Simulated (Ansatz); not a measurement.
**AlP (F-43m): all-electron equation of state from a Python script**

Where is the equilibrium volume of AlP (F-43m) with all electrons, and how stiff is it? Aim: an all-electron equation of state, for AlP (F-43m), run from a script.

The COD entry's cell or inner coordinates are ideal or old and differ from later refinements, so a difference from it is no clean test against experiment.

All numbers are computed with Ansatz 0.2.0 through its Python package. Level of theory: DFT LDA, all-electron LAPW.

### 1 The system

Symmetry: F-43m, No. 216, cubic system. The conventional cell has a = 5.451 Å, b = 5.451 Å, c = 5.451 Å, α = 90.00°, β = 90.00°, γ = 90.00°. Al (site symmetry -43m) has 4 P at 2.36 Å as nearest neighbours. P (site symmetry -43m) is surrounded by 4 Al at 2.36 Å.

No structure file is read: the coordinates are typed or built in the script.

### 2 Script

run_eos_lapw.py reads:

```python
import ansatz as az
from ase.eos import EquationOfState
from ase.units import GPa
import numpy as np

params = {
    "xc": "LDA",
    "occupations": "fixed",
    "kgrid": (6, 6, 6),
}

VECTORS = np.array([
    [0.0, 2.7255, 2.7255],
    [2.7255, 0.0, 2.7255],
    [2.7255, 2.7255, 0.0],
])
SITES = [
    ("Al", (0.0, 0.0, 0.0)),
    ("P", (0.25, 0.25, 0.25)),
]


def make_crystal(cell):
    crystal = az.Crystal(lattice=az.Lattice.of(cell))
    for symbol, position in SITES:
        crystal = crystal.atom(symbol, position)
    return crystal

volumes, energies = [], []
for scale in np.linspace(0.94, 1.06, 5):
    cell = VECTORS * scale ** (1 / 3)
    setup = (
        make_crystal(cell).calculation()
        .functional(params["xc"])
        .occupations(params["occupations"])
        .kpoints(*params["kgrid"])
        .pseudopotentials("all_electron", lapw=True)
    )
    rep = setup.run().report
    volumes.append(abs(np.linalg.det(cell)) / len(SITES))
    energies.append(rep["free_energy_ev"] / len(SITES))
    print(f"{scale:.3f} {volumes[-1]:9.4f} A^3/atom {energies[-1]:16.5f} eV/atom  (estimated basis error {1000 * rep['lapw_basis_errors']['total_ev_per_atom']:.2f} meV/atom)")
v0, e0, bulk = EquationOfState(volumes, energies, eos="birchmurnaghan").fit()
print(f"V0 = {v0:.4f} A^3/atom, B0 = {bulk / GPa:.1f} GPa")
```

### 3 The calls as engine input

The package turns the script's settings into the engine's input (first run):

```yaml
crystal:
  lattice:
    - [0.0, 2.669861939304263, 2.669861939304263]
    - [2.669861939304263, 0.0, 2.669861939304263]
    - [2.669861939304263, 2.669861939304263, 0.0]
  atoms:
    - { symbol: Al, position: [0.0, 0.0, 0.0] }
    - { symbol: P, position: [0.25, 0.25, 0.25] }
kpoints:
  mp_grid:
    grid: [6, 6, 6]
hamiltonian:
  xc: lda
  pseudopotentials:
    kind: all_electron
    lapw: {}
scf:
  occupations:
    method: fixed
```

### 4 Launch

On the command line:

```console
python run_eos_lapw.py
```

What it wrote:

```text
0.940   19.0312 A^3/atom      -7931.73336 eV/atom  (estimated basis error 0.11 meV/atom)
0.970   19.6386 A^3/atom      -7931.74690 eV/atom  (estimated basis error 0.11 meV/atom)
1.000   20.2460 A^3/atom      -7931.74894 eV/atom  (estimated basis error 0.11 meV/atom)
1.030   20.8533 A^3/atom      -7931.74114 eV/atom  (estimated basis error 0.11 meV/atom)
1.060   21.4607 A^3/atom      -7931.72490 eV/atom  (estimated basis error 0.11 meV/atom)
V0 = 20.0566 A^3/atom, B0 = 89.8 GPa
```

Wall time 19 s (1 thread of Intel Xeon at 2.70GHz, shared host); peak memory 0.34 GiB.

### 5 What changed from run to run

The engine's inputs for some of the other runs:

Run 2, against run 1:

```diff
@@ -3,3 +3,3 @@
-    - [0.0, 2.669861939304263, 2.669861939304263]
-    - [2.669861939304263, 0.0, 2.669861939304263]
-    - [2.669861939304263, 2.669861939304263, 0.0]
+    - [0.0, 2.6979678146035018, 2.6979678146035018]
+    - [2.6979678146035018, 0.0, 2.6979678146035018]
+    - [2.6979678146035018, 2.6979678146035018, 0.0]
```

Run 3, against run 1:

```diff
@@ -3,3 +3,3 @@
-    - [0.0, 2.669861939304263, 2.669861939304263]
-    - [2.669861939304263, 0.0, 2.669861939304263]
-    - [2.669861939304263, 2.669861939304263, 0.0]
+    - [0.0, 2.7255, 2.7255]
+    - [2.7255, 0.0, 2.7255]
+    - [2.7255, 2.7255, 0.0]
```

Run 5, against run 1:

```diff
@@ -3,3 +3,3 @@
-    - [0.0, 2.669861939304263, 2.669861939304263]
-    - [2.669861939304263, 0.0, 2.669861939304263]
-    - [2.669861939304263, 2.669861939304263, 0.0]
+    - [0.0, 2.7789547475117504, 2.7789547475117504]
+    - [2.7789547475117504, 0.0, 2.7789547475117504]
+    - [2.7789547475117504, 2.7789547475117504, 0.0]
```

### 6 What each run gave

One row for each of the 5 runs:

| run | volume (Å³/atom) | energy from run 3 (meV/atom) | gap on the mesh (eV) | SCF cycles | CPU time (s) |
| --- | --- | --- | --- | --- | --- |
| 1 | 19.031 | 15.58 | 1.31 | 6 | 3.2 |
| 2 | 19.639 | 2.04 | 1.37 | 6 | 3.1 |
| 3 | 20.246 | 0.00 | 1.43 | 6 | 3 |
| 4 | 20.853 | 7.81 | 1.49 | 6 | 4 |
| 5 | 21.461 | 24.04 | 1.54 | 6 | 3.7 |

### 7 Outcome

| quantity | value |
| --- | --- |
| runs compared | 5 |
| range of energy | 24.04 meV/atom |
| lowest point, volume (Å³/atom) | 20.246 |
| equilibrium volume (fit) | 20.06 Å³/atom |
| bulk modulus (fit) | 90 GPa |

In words: A third-order Birch-Murnaghan fit through the 5 points has its minimum at 20.06 Å³ an atom, 0.9 % below the typed cell, with a bulk modulus of 90 GPa and dB/dP = 4.1. From that minimum the energy rises by 16.1 meV an atom on the compressed side and 24.5 meV on the expanded side. Notes:
- All-electron totals depend on functional, relativistic treatment and basis; only differences at equal settings carry meaning.
- Of the deposited cell: the entry's cell lengths or inner coordinates differ somewhat from later room-temperature determinations.
